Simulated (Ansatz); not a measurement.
# InSb: stress in a strained cell

Aim: deform InSb (equal xx and yy strain of +3 %) and compute stress, forces and field gradients with LAPW, PAW and all-electron datasets made for the crystal.

Computed with Ansatz 0.2.0 (DFT LDA, scalar-relativistic, unless a step's input says otherwise).

### 1 Starting point

The structure is orthorhombic, space group Pmmn (No. 59). The conventional cell has a = 5.357 Å, b = 5.712 Å, c = 3.063 Å, α = 90.00°, β = 90.00°, γ = 90.00°. Around In (site symmetry mm2) lie 4 Sb at 2.73 to 2.90 Å and 2 In at 3.06 Å. Sb (site symmetry mm2) is surrounded by 4 In at 2.73 to 2.90 Å and 2 Sb at 3.06 Å.

Structure file:

```xyz
4
Lattice="5.3570 0.0000 0.0000 0.0000 5.7120 0.0000 0.0000 0.0000 3.0630" Properties=species:S:1:pos:R:3 pbc="T T T"
In    0.0000    0.0000    0.0000
In    2.6785    2.8560    0.0000
Sb    2.6785    0.0000    2.5576
Sb    0.0000    2.8560    0.5054
```

Atoms are numbered in the order of the input: In1, In2, Sb3, Sb4.

### 2 The deformed structure

Space group Pmmn before, Pmmn after.

### 3 Full-potential LAPW

input.yaml reads:

```yaml
crystal:
  lattice:
    - [5.51771, 0.0, 0.0]
    - [0.0, 5.88336, 0.0]
    - [0.0, 0.0, 3.063]
  atoms:
    - { symbol: In, position: [0.0, 0.0, 0.0] }
    - { symbol: In, position: [0.5, 0.5, 0.0] }
    - { symbol: Sb, position: [0.5, 0.0, 0.835] }
    - { symbol: Sb, position: [0.0, 0.5, 0.165] }
kpoints:
  mp_grid: { grid: [6, 6, 11] }
  band_path:
    path:
      - [0.0, 0.0, 0.0]
      - [0.5, 0.0, 0.0]
      - [0.5, 0.5, 0.0]
      - [0.0, 0.5, 0.0]
      - [0.0, 0.0, 0.0]
      - [0.0, 0.0, 0.5]
      - [0.5, 0.0, 0.5]
      - [0.5, 0.5, 0.5]
      - [0.0, 0.5, 0.5]
    npoints: 5
scf:
  occupations: { method: fermi_dirac, width: 0.08 }
hamiltonian:
  xc: lda
  pseudopotentials: { kind: all_electron, lapw: { basis_error: 0.001 } }
output:
  forces: true
  stress: true
  eigenvalues: true
```

Run with:

```bash
> ansatz run input.yaml --threads 1 --pin off --max-ram 6144MiB --backend cpu --events-out ev --progress --plain --runs-dir out
```

Log, cut to the lines that bear on the results:

```text
LAPW: plane waves up to 8.188 Å⁻¹, error target 1.0e-3 eV per atom; small_component_spin mean_spin; In in spheres of 1.408 Å, 21 of its electrons in bands, Dirac shells []; Sb in spheres of 1.397 Å, 23 of its electrons in bands, Dirac shells []
[...]
Pseudopotentials: kind: all_electron
Pseudopotential: In, LAPW, valence charge 21, Koelling and Harmon's equation, gaussian nucleus
Pseudopotential: Sb, LAPW, valence charge 23, Koelling and Harmon's equation, gaussian nucleus
Functional definition: SPW92
[...]
Crystal: 4 atoms, lattice volume = 99.433 Å³
Basis set: ecut = 255.40371223006744 eV, 899 PW (Γ), exchange–correlation at level 2
Bands: 53, of which v1, the nominal top of the filled ones, is band 44 counted from 1 (43 counted from 0)
Symmetry: 8 space group operations
Space group: Pmmn (ITA 59), of the structure as read, at distance tolerance 4.6e-5 Å
k-points: 96 of 396
[...]
SCF iter   1: F=—  HF=-672250.260530 eV  |F-HF|=—  |Δ(HF+E_count)|=         —  Δρ=1.31e-2  dr2=1.92e-1  ethr=2.17e-4  ⟨swp⟩=3.0  Hψ=33355  notcnv=0
[...]
SCF iter   9: F=-672250.122685 eV  HF=-672250.122685 eV  |F-HF|=4.10e-8  |Δ(HF+E_count)|=   1.12e-7  Δρ=6.70e-6  dr2=4.30e-8  ethr=2.85e-10  ⟨swp⟩=2.0  Hψ=14318  notcnv=0
[...]
NSCF: frozen V_eff on 41 k-points
SCF converged after 9 iterations
Free energy (F): -672250.122685 eV
[...]
E sigma→0 (E₀):  -672250.109753 eV
Entropy (-TS):   -0.025865 eV (-6.466 meV/atom)
Fermi energy:    14.840678 eV
[...]
--- Forces (eV/Å), atoms counted from 1 ---
  atom   1  In     0.00000000     0.00000000     0.16525348
  atom   2  In     0.00000000     0.00000000    -0.16525348
  atom   3  Sb     0.00000000     0.00000000    -0.35726668
  atom   4  Sb     0.00000000     0.00000000     0.35726668
[...]
--- Stress (GPa, compression-positive) ---
       12.440729       0.000000       0.000000
        0.000000       2.426649       0.000000
        0.000000       0.000000       1.263470
  P = ⅓ Tr σ = 5.3769 GPa (53.769 kbar)
--- Band table (eV; the first three rows and the last of 96) ---
[...]
```

Run time: 2.2 min. Hardware: 1 thread of Arm Neoverse V2, shared host; peak memory 0.94 GiB.

Result: pressure 5.38 GPa; no gap; largest force 0.357 eV/Å.

### 4 PAW on the default files

input.yaml reads:

```yaml
crystal:
  lattice:
    - [5.51771, 0.0, 0.0]
    - [0.0, 5.88336, 0.0]
    - [0.0, 0.0, 3.063]
  atoms:
    - { symbol: In, position: [0.0, 0.0, 0.0] }
    - { symbol: In, position: [0.5, 0.5, 0.0] }
    - { symbol: Sb, position: [0.5, 0.0, 0.835] }
    - { symbol: Sb, position: [0.0, 0.5, 0.165] }
kpoints:
  mp_grid: { grid: [6, 6, 11] }
scf:
  occupations: { method: fermi_dirac, width: 0.08 }
hamiltonian:
  xc: lda
  pseudopotentials: { kind: paw }
output:
  forces: true
  stress: true
  eigenvalues: true
  efg: { contact_densities: true }
  write_density: true
  write_potential: true
  elf: true
  volumetric_format: npy
```

Run with:

```bash
> ansatz run input.yaml --threads 1 --pin off --max-ram 6144MiB --backend cpu --events-out ev --progress --plain --runs-dir out
```

Log, cut to the lines that bear on the results:

```text
In, Sb: output.efg is read without spin–orbit coupling, which moves field gradients at and beside such atoms by some per cent and up to a factor of two; PAW files take it under magnetization.noncollinear and magnetization.spin_orbit
[...]
Pseudopotentials: kind: paw
Pseudopotential: In, paw, valence charge 13, recommended cutoff 420 eV (normal)
Pseudopotential: Sb, paw, valence charge 15, recommended cutoff 420 eV (normal)
Functional definition: SPW92
[...]
Crystal: 4 atoms, lattice volume = 99.433 Å³
Basis set: ecut = 420 eV, 1939 PW (Γ)
Bands: 34, of which v1, the nominal top of the filled ones, is band 28 counted from 1 (27 counted from 0)
Symmetry: 8 space group operations
Space group: Pmmn (ITA 59), of the structure as read, at distance tolerance 4.6e-5 Å
k-points: 96 of 396
[...]
--- Stress (GPa, compression-positive) ---
       12.419286       0.000000       0.000000
        0.000000       2.395175       0.000000
        0.000000       0.000000       1.233568
  P = ⅓ Tr σ = 5.3493 GPa (53.493 kbar)
--- PAW observables at the nuclei: V_zz in 10²¹ V/m², potentials from the cell's mean, atoms counted from 1 ---
  atom   1  In V_zz =    -6.185705   η = 0.4959   by run symmetry: allowed
            electrostatic potential = -7941.516407 V   contact ρ = 1128512.246254 e/Å³
  atom   2  In V_zz =    -6.185705   η = 0.4959   by run symmetry: allowed
            electrostatic potential = -7941.516407 V   contact ρ = 1128512.246254 e/Å³
  atom   3  Sb V_zz =   +13.611074   η = 0.1640   by run symmetry: allowed
            electrostatic potential = -8412.275523 V   contact ρ = 1344764.481158 e/Å³
  atom   4  Sb V_zz =   +13.611074   η = 0.1640   by run symmetry: allowed
            electrostatic potential = -8412.275523 V   contact ρ = 1344764.481158 e/Å³
--- Band table (eV; the first three rows and the last of 96) ---
[...]
```

Wall time 22 s (1 thread of Arm Neoverse V2, shared host); peak memory 0.56 GiB.

Read from it: pressure 5.35 GPa; no gap; largest force 0.357 eV/Å; Vzz In1 -6.19 (η = 0.50), Sb3 13.61 (η = 0.16) (10²¹ V/m²).

Density in a lattice plane of the grid's cell (edges 5.52 and 3.06 Å, at 0.000 of the third edge), which holds In and Sb.

Ten even steps from '0' (0.10 e/Å³) to '9' (21.96 e/Å³):
```
432000000025752000000023
211000000037973000000011
000000000025652000000000
000000000001210000000000
000000000000000000000000
000000000000000000000000
000000000000000000000000
000000000000000000000000
000000000000000000000000
211000000000000000000011
432000000000000000000023
542100000001210000000124
```
Columns run along the first of these edges and rows up along the second, over one cell in 24 and 12 even steps from the bottom left corner. Atoms in the plane (fractional): In at (0.00, 0.00), Sb at (0.50, 0.83).

ELF in the same plane.

Ten even steps from '0' (0.00) to '9' (0.54):
```
001445997410001479954410
123446997410001479964432
455457997410001479975455
544457997642124679975444
555555688765556788655555
665543467877777876434556
555543345788988754334555
544443334678987643334444
455444446788888764444455
123544577777677777544532
001445788765556788754410
001345897641114679854310
```
Columns run along the first of these edges and rows up along the second, over one cell in 24 and 12 even steps from the bottom left corner. Atoms in the plane (fractional): In at (0.00, 0.00), Sb at (0.50, 0.83).

Both are smooth fields of the valence electrons: close to the nuclei they are not physical.

The highest ELF values outside the cores: 0.58 on the Sb–In line, 1.4 Å from Sb; 0.51 on the Sb–Sb line, 1.4 Å from Sb.

### 5 Datasets made for this crystal

Changes to input.yaml since step 4:

```diff
@@ -16,3 +16,3 @@
   xc: lda
-  pseudopotentials: { kind: paw }
+  pseudopotentials: { kind: all_electron, datasets: crystal }
 output:
@@ -22,5 +22 @@
   efg: { contact_densities: true }
-  write_density: true
-  write_potential: true
-  elf: true
-  volumetric_format: npy
```

Run with:

```bash
> ansatz run input.yaml --threads 1 --pin off --max-ram 6144MiB --backend cpu --events-out ev --progress --plain --runs-dir out
```

Log, cut to the lines that bear on the results:

```text
[...]
band count auto-derived: 24 (N_el = 36.0; filled up to band 18; 22 by the electrons, moments and atoms)
In, Sb: output.efg is read without spin–orbit coupling, which moves field gradients at and beside such atoms by some per cent and up to a factor of two; PAW files take it under magnetization.noncollinear and magnetization.spin_orbit
[...]
Pseudopotentials: kind: all_electron
Pseudopotential: In, paw, valence charge 13, recommended cutoff 240 eV (normal), Koelling and Harmon's equation, gaussian nucleus
Pseudopotential: Sb, paw, valence charge 15, recommended cutoff 240 eV (normal), Koelling and Harmon's equation, gaussian nucleus
Functional definition: SPW92
[...]
Crystal: 4 atoms, lattice volume = 99.433 Å³
Basis set: ecut = 240 eV, 825 PW (Γ)
Bands: 24, of which v1, the nominal top of the filled ones, is band 18 counted from 1 (17 counted from 0)
[...]
        0.000000       2.424577       0.000000
        0.000000       0.000000       1.261097
  P = ⅓ Tr σ = 5.3757 GPa (53.757 kbar)
  It holds what live shells' own plane waves past their cutoff add
--- PAW observables at the nuclei: V_zz in 10²¹ V/m², potentials from the cell's mean, atoms counted from 1 ---
  atom   1  In V_zz =    -6.097537   η = 0.5081   by run symmetry: allowed
            electrostatic potential = -7937.517684 V   contact ρ = 1128426.684891 e/Å³
  atom   2  In V_zz =    -6.097537   η = 0.5081   by run symmetry: allowed
            electrostatic potential = -7937.517684 V   contact ρ = 1128426.684891 e/Å³
  atom   3  Sb V_zz =   +13.676793   η = 0.1588   by run symmetry: allowed
            electrostatic potential = -8408.155317 V   contact ρ = 1344616.730183 e/Å³
  atom   4  Sb V_zz =   +13.676793   η = 0.1588   by run symmetry: allowed
            electrostatic potential = -8408.155317 V   contact ρ = 1344616.730183 e/Å³
--- Band table (eV; the first three rows and the last of 96) ---
[... band rows left out ...]
[...]
```

Run time: 24 s. Hardware: 1 thread of Arm Neoverse V2, shared host; peak memory 0.86 GiB.

This run gives: pressure 5.38 GPa; no gap; largest force 0.357 eV/Å; Vzz In1 -6.10 (η = 0.51), Sb3 13.68 (η = 0.16) (10²¹ V/m²).

### 6 Stress and forces compared

Stress (GPa, compression positive):

```tsv
method	xx	yy	zz	yz	xz	xy
LAPW	12.44	2.43	1.26	0.00	0.00	0.00
PAW	12.42	2.40	1.23	0.00	0.00	0.00
crystal datasets	12.44	2.42	1.26	0.00	0.00	0.00
```

Forces (eV/Å):

```tsv
atom	LAPW x	LAPW y	LAPW z	PAW x	PAW y	PAW z	crystal datasets x	crystal datasets y	crystal datasets z
In1	0.000	0.000	0.165	0.000	0.000	0.165	0.000	0.000	0.165
In2	0.000	0.000	-0.165	0.000	0.000	-0.165	0.000	0.000	-0.165
Sb3	0.000	0.000	-0.357	0.000	0.000	-0.357	0.000	0.000	-0.357
Sb4	0.000	0.000	0.357	0.000	0.000	0.357	0.000	0.000	0.357
```

```
          method  pressure (GPa)  largest force (eV/Å)  Vzz In1 (10²¹ V/m²)  Vzz Sb3 (10²¹ V/m²)  SCF cycles, all passes
            LAPW            5.38                 0.357                    –                    –                       9
             PAW            5.35                 0.357                -6.19                13.61                       7
crystal datasets            5.38                 0.357                -6.10                13.68                       8
```

### 7 Outcome

| quantity | value |
| --- | --- |
| pressure | LAPW 5.38, PAW 5.35, crystal datasets 5.38 GPa |
| largest shear or deviatoric stress (LAPW) | 7.06 GPa |

In words: The largest part of the stress beyond the pressure is 7.06 GPa in size, in the xx component; the atoms are carried along and not relaxed. No run of the undeformed cell stands beside it, so the pressure holds what the given cell had before the change. PAW: stress within 0.03 GPa of LAPW, forces within 1 meV/Å. Crystal datasets: stress within 0.01 GPa of LAPW, forces within 1 meV/Å. Spin-orbit coupling is left out, though the cell holds Sb; in elements this heavy it can shift bands and gaps by tenths of an eV.
